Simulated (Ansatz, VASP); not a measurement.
# InP: VASP beside Ansatz

File INCAR:

```
SYSTEM = InP
ALGO = Normal
EDIFF = 1E-6
ENCUT = 520
GGA = PS
ISIF = 2
ISMEAR = 0
LASPH = .True.
LCHARG = .True.
LELF = .True.
LREAL = .False.
LVHAR = .True.
LWAVE = .False.
NBANDS = 16
NELM = 60
PREC = Accurate
SIGMA = 0.05
```

Contents of KPOINTS:

```
k-points
0
Gamma
  14 14 14
  0 0 0
```

Contents of POSCAR:

```
InP
1.0
    0.0000000000      2.7486012235      2.7486012235
    2.7486012235      0.0000000000      2.7486012235
    2.7486012235      2.7486012235      0.0000000000
In P
1 1
Direct
    0.0000000000      0.0000000000      0.0000000000
    0.5000000000      0.5000000000      0.5000000000
```

Input for Ansatz:

```yaml
crystal:
  lattice:
    - [0.0, 2.7486012235, 2.7486012235]
    - [2.7486012235, 0.0, 2.7486012235]
    - [2.7486012235, 2.7486012235, 0.0]
  atoms:
    - { symbol: In, position: [0.0, 0.0, 0.0] }
    - { symbol: P, position: [0.5, 0.5, 0.5] }
basis:
  ecutwfc: 420
  ecutrho_ratio: 4
kpoints:
  mp_grid: { grid: [14, 14, 14] }
hamiltonian:
  xc: pbesol
scf:
  occupations: { method: gaussian, width: 0.05 }
output:
  forces: true
  stress: true
  eigenvalues: true
```

Alike in both runs: task single point; functional PBEsol; k mesh 14 × 14 × 14; occupations gaussian, width 0.05 eV; no spin polarisation.

```csv
,VASP,Ansatz
version,VASP 6.6.1,Ansatz 0.2.0
potentials or method,"VASP PAW PBE potentials, release 64 (In_d, P)","scalar-relativistic, plane waves, PAW"
plane-wave cutoff (eV),520,420
valence electrons in the cell,18,18
```

```tsv
	VASP	Ansatz	Ansatz less VASP
gap on the k mesh at the Fermi level (eV)	none	none	-
pressure (GPa)	-1.7	-1.7	-0.03
```

A gap of «none» marks a metal or a gap that the smearing closes.

Caveats: the PAW data sets were made with another functional, which shifts forces and pressure a little (VASP).
